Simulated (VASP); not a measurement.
SnS2 (Berndtite-2T), 3 atoms in the cell. It takes space group P-3m1 (No. 164, trigonal). Conventional cell: a = 3.667 Å, b = 3.667 Å, c = 5.813 Å, α = 90.00°, β = 90.00°, γ = 120.00°. Sn (site symmetry -3m) is surrounded by 6 S at 2.58 Å. Around S (site symmetry 3m) lie 3 Sn at 2.58 Å. 

```yaml
Program: VASP 6.6.1
Task: relaxation of cell and atoms
Functional: PBE
Dispersion: D3(BJ)
Potentials_or_basis: VASP PAW PBE potentials, release 64 (Sn_d, S)
Cutoff: 600 eV
k_mesh: 9 × 9 × 5
Occupations: gaussian, width 0.03 eV
Spin: no spin polarisation
Further_INCAR_settings: ALGO = Normal; EDIFF = 1e-07; IBRION = 2; EDIFFG = -0.005; NSW = 90; ISIF = 3
```

Potentials or basis: VASP PAW PBE potentials, release 64 (Sn_d, S).

Run with:

```sh
$ cat potpaw_PBE.64/Sn_d/POTCAR potpaw_PBE.64/S/POTCAR > POTCAR
$ mpirun -np 2 vasp_std > vasp.out
```

Hardware: 2 MPI ranks on AMD EPYC 7R13 Processor (Zen 3), with other jobs on the host.

How long does it take, and how much memory?

Wall time 40 s on 2 MPI ranks on AMD EPYC 7R13 Processor (Zen 3), on a shared host, peak memory 0.22 GiB a rank. Counts: scf iterations 21, k points 50, ion steps 2.
